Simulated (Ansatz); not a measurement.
**One input, then a changed one: In (hcp type)**

First run: DFT, PBE, all-electron LAPW, scalar-relativistic (Ansatz 0.2.0).

Command: `ansatz run input.yaml --threads 1 --pin off --max-ram 2048MiB --backend cpu --events-out ev --progress --plain --runs-dir out` It took 18 s on 1 thread of Intel(R) Xeon(R) 6975P-C (Granite Rapids), with other jobs on the host, peak memory 0.48 GiB.

```yaml
crystal:
  lattice:
    - [2.5050841845, 0.0, 0.0]
    - [-1.2525420922, 2.1694665424, 0.0]
    - [0.0, 0.0, 4.0893564961]
  atoms:
    - { symbol: In, position: [0.3333333333, 0.6666666667, 0.25] }
    - { symbol: In, position: [0.6666666667, 0.3333333333, 0.75] }
kpoints:
  mp_grid: { grid: [13, 13, 7] }
  band_path:
    path:
      - [0.0, 0.0, 0.0]
      - [0.5, 0.0, 0.0]
      - [0.3333333333, 0.3333333333, 0.0]
      - [0.0, 0.0, 0.0]
      - [0.0, 0.0, 0.5]
      - [0.5, 0.0, 0.5]
      - [0.3333333333, 0.3333333333, 0.5]
      - [0.0, 0.0, 0.5]
      - [0.5, 0.0, 0.5]
    npoints: 8
scf:
  occupations: { method: fermi_dirac, width: 0.08 }
hamiltonian:
  xc: pbe
  pseudopotentials: { kind: all_electron, lapw: { basis_error: 0.001 } }
output:
  forces: true
  stress: true
  eigenvalues: true
  populations: true
  dos: { projected: true, de: 0.2, e_range: [-14, 8] }
```

The cell comes from a relaxation on PAW files under the same functional, begun from a prototype that needn't be the stable phase.

This run: volume at 0.4 of the series' base cell.

It converges in 8 SCF iterations at a pressure of 327.8 GPa.

A second input differs as follows:

```diff
   atoms:
-    - { symbol: In, position: [0.3333333333, 0.6666666667, 0.25] }
+    - { symbol: in, position: [0.3333333333, 0.6666666667, 0.25] }
   occupations: { method: fermi_dirac, width: 0.08 }
+  max_iter: 50
 hamiltonian:
   populations: true
-  dos: { projected: true, de: 0.2, e_range: [-14, 8] }
```

**Question.** What is wrong with it, and what does the program do?

**Answer.** The change was made to test an unknown element. The run is refused before any iteration. The log ends:
```
Error: YAML parse error: error: line 7 column 17: `in` is not an element symbol (H … Og, case-exact)
 --> <input>:7:17
  |
5 |     - [0.0, 0.0, 4.0893564961]
6 |   atoms:
7 |     - { symbol: in, position: [0.3333333333, 0.6666666667, 0.25] }
  |                 ^ `in` is not an element symbol (H … Og, case-exact)
8 |     - { symbol: In, position: [0.6666666667, 0.3333333333, 0.75] }
9 | kpoints:
  |
```
